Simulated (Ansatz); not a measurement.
Space group Fm-3m (No. 225). a = 5.042 Å, b = 5.042 Å, c = 5.042 Å, α = 90.00°, β = 90.00°, γ = 90.00°
```
atom site symmetry x y z
  Pb    4a m-3m  0.0000  0.0000  0.0000
```

Equation of state of this Pb structure (not necessarily the ground state), with shape and atoms relaxed at each volume where symmetry leaves them free. It has no gap at any of these volumes. Theory: Ansatz, DFT PBE, scalar-relativistic, plane waves, PAW.

Settings: cutoff 420 eV, Γ-centred mesh 14×14×14 on the computed 1-atom cell, Gaussian smearing of 0.10 eV; no spin polarisation.

| V (Å³/atom) | E − E(largest V) (meV/atom) | P (GPa) |
| --- | --- | --- |
| 30.121 | 2.79 | 2.79 |
| 31.083 | -9.13 | 1.26 |
| 32.044 | -12.70 | -0.02 |
| 33.005 | -9.31 | -1.10 |
| 33.967 | 0.00 | -2.02 |

Fit a third-order Birch–Murnaghan equation to E(V).

V0 = 32.03 Å³/atom, B0 = 39 GPa, B0' = 4.8.

Spin-orbit coupling is left out, which matters for the bands of heavy elements.